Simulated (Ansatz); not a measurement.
# Tantalum, simple cubic: HSE06 at the PBE geometry

How do the levels change when part of the exchange is made exact, and what does it cost? Spin polarisation is left out. The geometry was relaxed under PBE beforehand and is kept. Exact exchange is dear, so the k-mesh is coarse, and PBE is run on the same mesh for comparison.

Computed with Ansatz 0.2.0 (DFT, plane waves (420 eV) with PBE-made PAW files, scalar-relativistic; functionals as named at each step, unless a step says otherwise).

### Step 1. The starting structure

It takes space group Pm-3m (No. 221, cubic). Conventional cell: a = 2.742 Å, b = 2.742 Å, c = 2.742 Å, α = 90.00°, β = 90.00°, γ = 90.00°. Ta (site symmetry m-3m) has 6 Ta at 2.74 Å as nearest neighbours.

Structure file:

```cif
data_structure
_symmetry_space_group_name_H-M 'P 1'
_symmetry_Int_Tables_number 1
_cell_length_a 2.7422
_cell_length_b 2.7422
_cell_length_c 2.7422
_cell_angle_alpha 90.000
_cell_angle_beta 90.000
_cell_angle_gamma 90.000
_cell_volume 20.62
loop_
_atom_site_label
_atom_site_type_symbol
_atom_site_fract_x
_atom_site_fract_y
_atom_site_fract_z
_atom_site_occupancy
Ta1 Ta 0.00000 0.00000 0.00000 1
```

### Step 2. PBE on the coarse mesh

The run with PBE.

input.yaml reads:

```yaml
crystal:
  lattice:
    - [2.7422183867, 0.0, 0.0]
    - [0.0, 2.7422183867, 0.0]
    - [0.0, 0.0, 2.7422183867]
  atoms:
    - { symbol: Ta, position: [0.0, 0.0, 0.0] }
hamiltonian:
  xc: pbe
  pseudopotentials:
    kind: paw
    azcp:
      Ta: "pseudopotentials/Ta.paw.azcp"
basis:
  ecutwfc: 420
  fft_grid_basis: typed
kpoints:
  mp_grid: { grid: [6, 6, 6], shift: [0, 0, 0] }
magnetization:
  spin_polarized: false
scf:
  occupations: { method: fermi_dirac, width: 0.1 }
```

Started as:

```sh
$ ansatz run input.yaml --threads 4 --pin off --max-ram 8192MiB --backend cpu --events-out ev --progress --plain --runs-dir out
```

Log, shortened:

```text
Warning: RAYON_NUM_THREADS=4 ignored (pool sized by the plan → 4); use --threads N
[...]
Pseudopotentials: kind: paw
Pseudopotential: Ta, paw, valence charge 13, recommended cutoff 420 eV (normal), <dir>
Functional definition: PBE
[...]
Crystal: 1 atoms, lattice volume = 20.621 Å³
Basis set: ecut = 420 eV, 389 PW (Γ)
Bands: 11, of which v1, the nominal top of the filled ones, is band 7 counted from 1 (6 counted from 0)
Symmetry: 48 space group operations
Space group: Pm-3m (ITA 221), of the structure as read, at distance tolerance 2.7e-5 Å
k-points: 20 of 216
[...]
SCF iter   1: F=—  HF=-9931.163336 eV  |F-HF|=—  |Δ(HF+E_count)|=         —  Δρ=9.85e-3  dr2=1.32e-2  ethr=1.77e-3  ⟨swp⟩=5.0  Hψ=1255  notcnv=0
[...]
SCF iter   6: F=-9931.159574 eV  HF=-9931.159574 eV  |F-HF|=4.69e-10  |Δ(HF+E_count)|=   4.15e-9  Δρ=3.06e-6  dr2=8.70e-10  ethr=1.37e-10  ⟨swp⟩=1.0  Hψ=631  notcnv=0
[...]
SCF converged after 6 iterations
Free energy (F): -9931.159574 eV
[...]
E sigma→0 (E₀):  -9931.138978 eV
Entropy (-TS):   -0.041192 eV (-41.192 meV/atom)
Fermi energy:    15.856112 eV
[...]
```

It took 0.19 s on 4 threads of Arm Neoverse V2, shared host; peak memory 0.24 GiB.

### Step 3. HSE06 on the coarse mesh

The run with HSE06.

input.yaml, as its differences from that of step 2:

```diff
@@ -8,3 +8,3 @@
 hamiltonian:
-  xc: pbe
+  xc: hse06
   pseudopotentials:
```

Started as:

```sh
$ ansatz run input.yaml --threads 4 --pin off --max-ram 8192MiB --backend cpu --events-out ev --progress --plain --runs-dir out
```

Log, shortened:

```text
Warning: RAYON_NUM_THREADS=4 ignored (pool sized by the plan → 4); use --threads N
[...]
[... 2 set-up lines as earlier in the session ...]
Functional definition: HSE06
[...]
Crystal: 1 atoms, lattice volume = 20.621 Å³
Basis set: ecut = 420 eV, 389 PW (Γ)
Bands: 11, of which v1, the nominal top of the filled ones, is band 7 counted from 1 (6 counted from 0)
[... 2 set-up lines as earlier in the session ...]
k-points: 20 of 216
[...]
SCF iter   1: F=—  HF=-9931.148350 eV  |F-HF|=—  |Δ(HF+E_count)|=         —  Δρ=9.58e-3  dr2=9.35e-3  ethr=1.77e-3  ⟨swp⟩=6.9  Hψ=889  notcnv=0
[...]
Frozen-core exchange: fock
[...]
SCF 2 stopped early in 5 iterations: F = -9931.529567 eV  dr2 = 3.08e-6
hybrid outer 1: dexx = +4.331e-3 eV, tail = 1.34e-5 eV
[...]
Frozen-core exchange: fock
[...]
hybrid outer 2: dexx = +2.892e-7 eV, tail = 8.19e-8 eV, Δε = 1.38e-3 eV (about 1.18e-4 eV left of the loop's levels)
hybrid SCF converged: 2 outer / 8 inner (+6 warm-up), last move |dexx| = 2.89e-7 eV, tail = 8.19e-8 eV
Stability not checked: this state was not tested for a lower state beside it, because the functional holds exact exchange (a hybrid, or Hartree-Fock), whose exchange loop this test does not read (fock_operator; see scf.lower_state_search)
Free energy (F): -9931.529608 eV
Frozen-core exchange: fock
[...]
E sigma→0 (E₀):  -9931.508139 eV
Entropy (-TS):   -0.042938 eV (-42.938 meV/atom)
Fermi energy:    15.589393 eV
[...]
--- Band table (eV; the first three rows and the last of 20) ---
  k-point 0: bands = ["-55.1955", "-19.6861", "-19.6861", "-19.6861", "7.5941", "12.6694", "12.6694", "23.1246", "23.1246"]
[...]
  guard bands above this table: 2 of the run's 11 bands. The solve was not asked for them (output.publish_guard_bands: true or output.eigenvalues: true publishes all)
```

Run time: 2.7 s. Hardware: 4 threads of Arm Neoverse V2, shared host; peak memory 0.66 GiB.

### Step 4. Side by side

| functional | gap on the mesh | Fermi energy (eV) | SCF cycles | exchange loops | CPU time |
| --- | --- | --- | --- | --- | --- |
| PBE | none (levels filled in part) | 15.856 | 6 | - | 0.39 s |
| HSE06 | none (levels filled in part) | 15.589 | 14 | 2 | 6.3 s |

### Step 5. Results

| quantity | value |
| --- | --- |
| PBE: gap | none (levels filled in part) |
| HSE06: gap | none (levels filled in part) |
| HSE06: SCF cycles, exchange loops | 14, 2 |
| HSE06: CPU time over that of PBE | 16 |
| HSE06: relative to bcc | +1240 meV/atom |

**Reading.** Both PBE and HSE06 leave levels filled in part. The hybrid took 16 times as much CPU time as PBE on the same settings. The exchange operator of HSE06 was renewed in 2 outer loops. The dense-mesh value adds +15.8 meV/atom, the change that PBE shows between the coarse mesh and its own dense run (not shown). Under HSE06 it lies 1240 meV/atom above bcc (computed apart in the same way); on such meshes a few tens of meV are uncertain for metals. Absolute energies differ from functional to functional, by eV per atom at times, and say nothing by themselves.
